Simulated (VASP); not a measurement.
# Zr (P6_3/mmc) in VASP: band structure with PBE

Aim: the band structure of Zr with PBE.

All numbers are computed with VASP 6.6.1; they aren't measurements. Logs are shortened: lines on timing, memory, paths and dates and some standing lists are left out, and cuts for length are marked.

## (1) The crystal as given

The structure is hexagonal, space group P6_3/mmc (No. 194). Conventional cell: a = 3.232 Å, b = 3.232 Å, c = 5.170 Å, α = 90.00°, β = 90.00°, γ = 120.00°. Around Zr (site symmetry -6m2) lie 12 Zr at 3.19 to 3.23 Å.

## (2) Band structure, PBE

File POSCAR:

```
Zr
1.0
    3.2320290000      0.0000000000      0.0000000000
   -1.6160140000      2.7990190000      0.0000000000
    0.0000000000      0.0000000000      5.1700930000
Zr
2
Direct
    0.3333333000      0.6666667000      0.2500000000
    0.6666667000      0.3333333000      0.7500000000
```

File INCAR.step1:

```
ALGO = Fast
EDIFF = 1E-7
ENCUT = 520
GGA = PE
ISIF = 2
ISMEAR = 0
LASPH = T
LCHARG = T
LMAXMIX = 4
LREAL = F
LWAVE = F
NELM = 60
PREC = Accurate
SIGMA = 0.1
```

File KPOINTS.step1:

```
k-points
0
Gamma
  15 15 8
```

File INCAR.step2:

```
ALGO = Fast
EDIFF = 1E-7
ENCUT = 520
GGA = PE
ICHARG = 11
ISIF = 2
ISMEAR = 0
LASPH = T
LCHARG = F
LMAXMIX = 4
LREAL = F
LWAVE = F
NELM = 60
PREC = Accurate
SIGMA = 0.05
```

File KPOINTS.step2:

```
path GMKGALHA,LM,KH
20
line-mode
reciprocal
 0.0000000000  0.0000000000  0.0000000000  G
 0.5000000000  0.0000000000  0.0000000000  M

 0.5000000000  0.0000000000  0.0000000000  M
 0.3333333333  0.3333333333  0.0000000000  K

 0.3333333333  0.3333333333  0.0000000000  K
 0.0000000000  0.0000000000  0.0000000000  G

 0.0000000000  0.0000000000  0.0000000000  G
 0.0000000000  0.0000000000  0.5000000000  A

 0.0000000000  0.0000000000  0.5000000000  A
 0.5000000000  0.0000000000  0.5000000000  L

 0.5000000000  0.0000000000  0.5000000000  L
 0.3333333333  0.3333333333  0.5000000000  H

 0.3333333333  0.3333333333  0.5000000000  H
 0.0000000000  0.0000000000  0.5000000000  A

 0.5000000000  0.0000000000  0.5000000000  L
 0.5000000000  0.0000000000  0.0000000000  M

 0.3333333333  0.3333333333  0.0000000000  K
 0.3333333333  0.3333333333  0.5000000000  H
```

Potentials or basis: VASP PAW PBE potentials, release 64 (Zr_sv).

Run with:

```sh
cat potpaw_PBE.64/Zr_sv/POTCAR > POTCAR
cp INCAR.step1 INCAR
cp KPOINTS.step1 KPOINTS
mpirun -np 1 vasp_std > vasp.out
cp INCAR.step2 INCAR
cp KPOINTS.step2 KPOINTS
mpirun -np 1 vasp_std > vasp.out
```

OUTCAR:

```text
EDIFF = 1E-7
   ENCUT = 520
   GGA = PE
   ICHARG = 11
   ISIF = 2
   ISMEAR = 0
   LASPH = T
   LREAL = F
   NELM = 60
   PREC = Accurate

 ion  position               nearest neighbor table
   1  0.333  0.667  0.250-   2 3.19   2 3.19   2 3.19   2 3.19   2 3.19   2 3.19
   2  0.667  0.333  0.750-   1 3.19   1 3.19   1 3.19   1 3.19   1 3.19   1 3.19

  LATTYP: Found a hexagonal cell.
 ALAT       =     3.2320290000
 C/A-ratio  =     1.5996431344

  Lattice vectors:

 A1 = (   3.2320290000,   0.0000000000,   0.0000000000)
 A2 = (  -1.6160140000,   2.7990190000,   0.0000000000)
 A3 = (   0.0000000000,   0.0000000000,   5.1700930000)

Analysis of symmetry for initial positions (statically):
=====================================================================
 Subroutine PRICEL returns:
 Original cell was already a primitive cell.

 Routine SETGRP: Setting up the symmetry group for a
 hexagonal supercell.

 Subroutine GETGRP returns: Found 24 space group operations
 (whereof 12 operations were pure point group operations)
 out of a pool of 24 trial point group operations.

The static configuration has the point symmetry D_3d.
 The point group associated with its full space group is D_6h.

Analysis of symmetry for dynamics (positions and initial velocities):
=====================================================================
 Subroutine PRICEL returns:
 Original cell was already a primitive cell.

 Routine SETGRP: Setting up the symmetry group for a
 hexagonal supercell.

 Subroutine GETGRP returns: Found 24 space group operations
 (whereof 12 operations were pure point group operations)
 out of a pool of 24 trial point group operations.

The dynamic configuration has the point symmetry D_3d.
 The point group associated with its full space group is D_6h.

 Subroutine INISYM returns: Found 24 space group operations
 (whereof 12 operations are pure point group operations),
 and found     1 'primitive' translations

----------------------------------------------------------------------------------------

                                     Primitive cell

  volume of cell :      46.7713

  direct lattice vectors                    reciprocal lattice vectors
     3.232029000  0.000000000  0.000000000     0.309403164  0.178633959  0.000000000
    -1.616014000  2.799019000  0.000000000     0.000000000  0.357268029  0.000000000
     0.000000000  0.000000000  5.170093000     0.000000000  0.000000000  0.193420118

  length of vectors
     3.232029000  3.232028560  5.170093000     0.357267980  0.357268029  0.193420118

  position of ions in fractional coordinates (direct lattice)
     0.333333300  0.666666700  0.250000000
     0.666666700  0.333333300  0.750000000

  ion indices of the primitive-cell ions
   primitive index   ion index
                 1           1
                 2           2

----------------------------------------------------------------------------------------

 KPOINTS: path GMKGALHA,LM,KH

Interpolating k-points between supplied coordinates.

 Line segments in fractional coordinates (reciprocal lattice):
    0.000000  0.000000  0.000000  ...  0.500000  0.000000  0.000000
    0.500000  0.000000  0.000000  ...  0.333333  0.333333  0.000000
    0.333333  0.333333  0.000000  ...  0.000000  0.000000  0.000000
    0.000000  0.000000  0.000000  ...  0.000000  0.000000  0.500000
    0.000000  0.000000  0.500000  ...  0.500000  0.000000  0.500000
    0.500000  0.000000  0.500000  ...  0.333333  0.333333  0.500000
    0.333333  0.333333  0.500000  ...  0.000000  0.000000  0.500000
    0.500000  0.000000  0.500000  ...  0.500000  0.000000  0.000000
    0.333333  0.333333  0.000000  ...  0.333333  0.333333  0.500000

 Generated    20 points on each line segment, for a total of    180 k-points:

 Following reciprocal coordinates:
            Coordinates               Weight
  0.000000  0.000000  0.000000      0.005556
  0.026316  0.000000  0.000000      0.005556
  0.052632  0.000000  0.000000      0.005556
  0.078947  0.000000  0.000000      0.005556
  0.105263  0.000000  0.000000      0.005556
  0.131579  0.000000  0.000000      0.005556
[... 16 lines left out ...]
  0.482456  0.035088  0.000000      0.005556
  0.473684  0.052632  0.000000      0.005556
 [... further k-points ...]
   k-points           NKPTS =    180   k-points in BZ     NKDIM =    180   number of bands    NBANDS=     16
   number of dos      NEDOS =    301   number of ions     NIONS =      2
   total plane-waves  NPLWV =  23040
   dimension x,y,z NGX =    24 NGY =   24 NGZ =   40
   dimension x,y,z NGXF=    48 NGYF=   48 NGZF=   80
   ions per type =               2
   NGX,Y,Z   is equivalent  to a cutoff of  12.34, 12.34, 12.86 a.u.
   NGXF,Y,Z  is equivalent  to a cutoff of  24.69, 24.69, 25.72 a.u.
 SYSTEM =  unknown system
   PREC   = accura    normal or accurate (medium, high low for compatibility)
   ISTART =      0    job   : 0-new  1-cont  2-samecut
   ICHARG =     11    charge: 1-file 2-atom 10-const
   ISPIN  =      1    spin polarized calculation?
   LNONCOLLINEAR =      F non collinear calculations
   LSORBIT =      F    spin-orbit coupling
   LASPH  =      T    aspherical Exc in radial PAW
   ENCUT  =  520.0 eV  38.22 Ry    6.18 a.u.   6.01  6.01  9.61*2*pi/ulx,y,z
   NELM   =     60;   NELMIN=  2; NELMDL=  0     # of ELM steps
   EDIFF  = 0.1E-06   stopping-criterion for ELM
   LREAL  =      F    real-space projection
   EDIFFG = 0.1E-05   stopping-criterion for IOM
   NSW    =      0    number of steps for IOM
   IBRION =     -1    ionic relax: 0-MD 1-quasi-New 2-CG
   NFREE  =      0    steps in history (QN), initial steepest desc. (CG)
   ISIF   =      2    stress and relaxation
   ISYM   =      2    0-nonsym 1-usesym 2-fastsym
   POTIM  = 0.5000    time-step for ionic-motion
   TEBEG  =    0.0;   TEEND  =   0.0 temperature during run
   PSTRESS=    0.0 pullay stress
   NELECT =      24.0000    total number of electrons
   NUPDOWN=      -1.0000    fix difference up-down
   EMIN   =  10.00;   EMAX   =-10.00  energy-range for DOS
   EFERMI =   0.00;   METHOD = LEGACY
   ISMEAR =     0;   SIGMA  =   0.05  broadening in eV -4-tet -1-fermi 0-gaus
   EFERMI_NEDOS =   21; number of points for ismear=-14 and -15
   IALGO  =     68    algorithm
   IMIX   =      4    mixing-type and parameters
     AMIX     =   0.40;   BMIX     =  1.00
     AMIX_MAG =   1.60;   BMIX_MAG =  1.00
  volume/ion in A,a.u.               =      23.39       157.81
  Fermi-wavevector in a.u.,A,eV,Ry     =   1.310646  2.476762 23.371994  1.717793
  Thomas-Fermi vector in A             =   2.441162
   LORBIT       =      0    0 simple, 1 ext, 2 COOP (PROOUT), +10 PAW based schemes
   GGA     = PE    functional components
   LHFCALC =     F    Hartree Fock is set to
   AEXX    =    0.0000 exact exchange contribution
   IVDW    =     0    specifies the selected vdW correction
   LEPSILON=     F    determine dielectric tensor
   LRPA    =     F    only Hartree local field effects (RPA)
 non-spin polarized calculation
 RMM-DIIS sequential band-by-band and
 Gauss-broadening in eV      SIGMA  =   0.05
  energy-cutoff  :      520.00
  volume of cell :       46.77
 maximum number of plane-waves:      1287

 number of electron      24.0000000 magnetization

 Free energy of the ion-electron system (eV)
  ---------------------------------------------------
  ext. energy  EPLUGINS =         0.00000000
  ---------------------------------------------------
  free energy    TOTEN  =       -17.06884248 eV

  energy without entropy =      -17.06543799  energy(sigma->0) =      -17.06714024

 E-fermi :   9.0242     XC(G=0): -11.0616

 val. band max:        9.0205330406   @ k =   0.1754   0.1754   0.5000
 cond. band min:       9.0304849955   @ k =   0.1316   0.0000   0.0000
 fundamental gap:      0.0099519548
 Fermi energy:         9.0241945671

 k-point     1 :       0.0000    0.0000    0.0000
  band No.  band energies     occupation
      1     -39.9011      2.00000
      2     -39.7520      2.00000
      3     -18.4133      2.00000
      4     -17.5534      2.00000
      5     -17.5534      2.00000
      6     -17.4300      2.00000
[... 8 lines left out ...]
     15      10.4939      0.00000
     16      10.4939      0.00000

 k-point     2 :       0.0263    0.0000    0.0000
  band No.  band energies     occupation
      1     -39.9003      2.00000
      2     -39.7517      2.00000
      3     -18.4112      2.00000
      4     -17.5581      2.00000
      5     -17.5549      2.00000
      6     -17.4308      2.00000
[... 8 lines left out ...]
     15      10.4758      0.00000
     16      10.5109      0.00000

 k-point     3 :       0.0526    0.0000    0.0000
  band No.  band energies     occupation
      1     -39.8979      2.00000
      2     -39.7507      2.00000
      3     -18.4050      2.00000
      4     -17.5723      2.00000
      5     -17.5596      2.00000
      6     -17.4367      2.00000
[... 8 lines left out ...]
     15      10.4240      0.00000
     16      10.5616      0.00000

 k-point     4 :       0.0789    0.0000    0.0000
  band No.  band energies     occupation
      1     -39.8941      2.00000
      2     -39.7490      2.00000
      3     -18.3946      2.00000
      4     -17.5954      2.00000
      5     -17.5671      2.00000
      6     -17.4606      2.00000
[... 8 lines left out ...]
     15      10.3559      0.00000
     16      10.6455      0.00000
[... 324 lines left out ...]
 k-point    22 :       0.4912    0.0175    0.0000
  band No.  band energies     occupation
      1     -39.7671      2.00000
      2     -39.7185      2.00000
      3     -18.2440      2.00000
      4     -18.0774      2.00000
      5     -17.9880      2.00000
      6     -17.7609      2.00000
[... 8 lines left out ...]
     15      10.3793      0.00000
     16      13.8459      0.00000

 k-point    23 :       0.4825    0.0351    0.0000
  band No.  band energies     occupation
      1     -39.7667      2.00000
      2     -39.7186      2.00000
      3     -18.2422      2.00000
      4     -18.0757      2.00000
      5     -17.9864      2.00000
      6     -17.7645      2.00000
[... 8 lines left out ...]
     15      10.3830      0.00000
     16      13.8383      0.00000

 k-point    24 :       0.4737    0.0526    0.0000
  band No.  band energies     occupation
      1     -39.7660      2.00000
      2     -39.7186      2.00000
      3     -18.2392      2.00000
      4     -18.0729      2.00000
      5     -17.9837      2.00000
      6     -17.7703      2.00000
[... 8 lines left out ...]
     15      10.3890      0.00000
     16      13.8288      0.00000

 [... further k-points ...]

------------------------ aborting loop because EDIFF is reached ----------------------------------------

  FORCE on cell =-STRESS in cart. coord.  units (eV):
  Direction    XX          YY          ZZ          XY          YZ          ZX
  --------------------------------------------------------------------------------------
  -------------------------------------------------------------------------------------
  Total        0.6325147      0.6325146      0.2557255      0.0000001      0.0000000      0.0000000
  in kB       21.6671474     21.6671440      8.7600223      0.0000039      0.0000000      0.0000000
  external PRESSURE =      17.3647712 kB  Pullay stress =       0.0000000 kB

 VOLUME and BASIS-vectors are now :
 -----------------------------------------------------------------------------
  energy-cutoff  :      520.00
  volume of cell :       46.77
      direct lattice vectors                 reciprocal lattice vectors
     3.232029000  0.000000000  0.000000000     0.309403164  0.178633959  0.000000000
    -1.616014000  2.799019000  0.000000000     0.000000000  0.357268029  0.000000000
     0.000000000  0.000000000  5.170093000     0.000000000  0.000000000  0.193420118

 POSITION                                       TOTAL-FORCE (eV/Angst)
 -----------------------------------------------------------------------------------
      0.00000      1.86601      1.29252        -0.000000      0.000000      0.000000
      1.61601      0.93301      3.87757         0.000000     -0.000000      0.000000
 -----------------------------------------------------------------------------------
    total drift:                               -0.000243      0.000140     -0.000071

  FREE ENERGIE OF THE ION-ELECTRON SYSTEM (eV)
  ---------------------------------------------------
  free  energy   TOTEN  =       -17.0688424844 eV

  energy  without entropy=      -17.0654379944  energy(sigma->0) =      -17.06714024
```

Wall time 77 s (1 thread of Intel Xeon 6975P-C (Granite Rapids), shared host); peak memory 0.23 GiB.

What came out:

```
Band gap along the path : none (metal or under the smearing width)
```

Levels at the corners of the path, in eV from the Fermi level:
```csv
point,band 9,band 10,band 11,band 12,band 13,band 14,band 15,band 16
Γ,-5.67,-3.04,0.85,0.85,0.95,1.10,1.53,1.53
M,-2.57,-2.52,-2.15,-0.23,0.54,0.73,1.41,4.91
M,-2.57,-2.52,-2.15,-0.23,0.54,0.73,1.41,4.87
K,-2.09,-1.36,-1.36,-1.14,0.24,0.24,1.76,4.25
K,-2.09,-1.36,-1.36,-1.14,0.24,0.24,1.76,4.25
Γ,-5.67,-3.04,0.85,0.85,0.95,1.10,1.53,1.53
Γ,-5.67,-3.04,0.85,0.85,0.95,1.10,1.53,1.53
A,-3.98,-3.98,0.00,0.00,0.76,0.76,0.76,0.76
A,-3.98,-3.98,0.00,0.00,0.76,0.76,0.76,0.76
L,-2.87,-2.87,-1.08,-1.08,1.59,1.59,2.20,2.20
L,-2.87,-2.87,-1.08,-1.08,1.59,1.59,2.20,2.20
H,-1.45,-1.45,-1.28,-1.28,-0.05,-0.05,2.00,2.00
H,-1.45,-1.45,-1.28,-1.28,-0.05,-0.05,2.00,2.00
A,-3.98,-3.98,0.00,0.00,0.76,0.76,0.76,0.76
L,-2.87,-2.87,-1.08,-1.08,1.59,1.59,2.20,2.20
M,-2.57,-2.52,-2.15,-0.23,0.54,0.73,1.41,4.88
K,-2.09,-1.36,-1.36,-1.14,0.24,0.24,1.76,4.25
H,-1.45,-1.45,-1.28,-1.28,-0.05,-0.05,2.00,2.00
```

Caveat: the log is that of the step along the path at fixed density, whose energy, stress, charges and moments have no meaning.
